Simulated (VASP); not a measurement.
## SrO in VASP 6.6.1, single-point calculation

INCAR

```
SIGMA = 0.2
EDIFF = 1E-7
GGA = PE
NBANDS = 24
ISMEAR = -5
LASPH = .TRUE.
IBRION = -1
LREAL = .FALSE.
NSW = 0
NELM = 120
PREC = Accurate
ISIF = 2
LCHARG = .FALSE.
LWAVE = .FALSE.
ENCUT = 520
```

KPOINTS

```
KPOINTS created by Atomic Simulation Environment
0
Gamma
12 12 4
0 0 0
```

POSCAR

```
Sr O
 1.0000000000000000
     3.5471277480365542    0.0000000000000000    0.0000000000000000
    -1.7735638740182771    3.0719027402683432    0.0000000000000000
     0.0000000000000000    0.0000000000000000    6.1257710860000003
 Sr  O
   2   2
Cartesian
 -0.0000000000000001  2.0479351601788958  1.5314427715000001
  1.7735638740182771  1.0239675800894477  4.5943283145000002
  0.0000000000000000  0.0000000000000000  0.0000000000000000
  0.0000000000000000  0.0000000000000000  3.0628855430000002
```

The recommended PBE PAW datasets give the neutral cell 32 valence electrons.

Command

```
mpirun -np 1 vasp_std
```

Problem. How does this run end, and what does it give?

Solution. It converged. Results: gap between bands v and c on the k mesh 3.01 eV; least direct gap on the k mesh 3.12 eV; pressure 3.9 GPa. Band v is the last that the valence electrons fill when counted band by band, and c is the next.

OSZICAR

```
N       E                     dE             d eps       ncg     rms          rms(c)
DAV:   1     0.172564065409E+03    0.17256E+03   -0.16305E+04  2736   0.128E+03
DAV:   2    -0.180667706292E+02   -0.19063E+03   -0.17866E+03  3888   0.285E+02
DAV:   3    -0.281492135081E+02   -0.10082E+02   -0.10011E+02  4184   0.580E+01
DAV:   4    -0.283953910894E+02   -0.24618E+00   -0.24609E+00  3688   0.717E+00
DAV:   5    -0.283973502143E+02   -0.19591E-02   -0.19591E-02  3744   0.714E-01    0.236E+01
DAV:   6    -0.238940826658E+02    0.45033E+01   -0.19435E+01  2992   0.248E+01    0.280E+01
DAV:   7    -0.237848378433E+02    0.10924E+00   -0.15215E+00  3984   0.660E+00    0.185E+01
DAV:   8    -0.237249428074E+02    0.59895E-01   -0.64124E-01  2792   0.524E+00    0.223E+00
DAV:   9    -0.237073322890E+02    0.17611E-01   -0.81218E-02  3896   0.192E+00    0.505E-01
DAV:  10    -0.237098189825E+02   -0.24867E-02   -0.82296E-03  3432   0.524E-01    0.214E-01
DAV:  11    -0.237103136386E+02   -0.49466E-03   -0.16728E-03  3160   0.233E-01    0.421E-02
DAV:  12    -0.237103987869E+02   -0.85148E-04   -0.19384E-04  3808   0.756E-02    0.517E-02
DAV:  13    -0.237103945225E+02    0.42644E-05   -0.24281E-05  3168   0.346E-02    0.970E-03
DAV:  14    -0.237103952919E+02   -0.76944E-06   -0.32012E-06  3704   0.101E-02    0.334E-03
DAV:  15    -0.237103949878E+02    0.30415E-06   -0.34405E-07  2888   0.383E-03    0.102E-03
DAV:  16    -0.237103948779E+02    0.10991E-06   -0.37125E-08  2160   0.134E-03    0.167E-04
DAV:  17    -0.237103948625E+02    0.15336E-07   -0.12660E-08  1752   0.632E-04
   1 F= -.23710395E+02 E0= -.23710395E+02  d E =0.000000E+00
```

Standard output (part)

```
POSCAR found type information on POSCAR SrO
 POSCAR found :  2 types and       4 ions
 LDA part: xc-table for (Slater+PW92), standard interpolation
 POSCAR, INCAR and KPOINTS ok, starting setup
 WAVECAR not read
 entering main loop
```

For comparison, a separate PBE run of the intended cell, on usual settings and not on those above, gives a gap of 3.01 eV on its mesh and a pressure of 3.9 GPa.
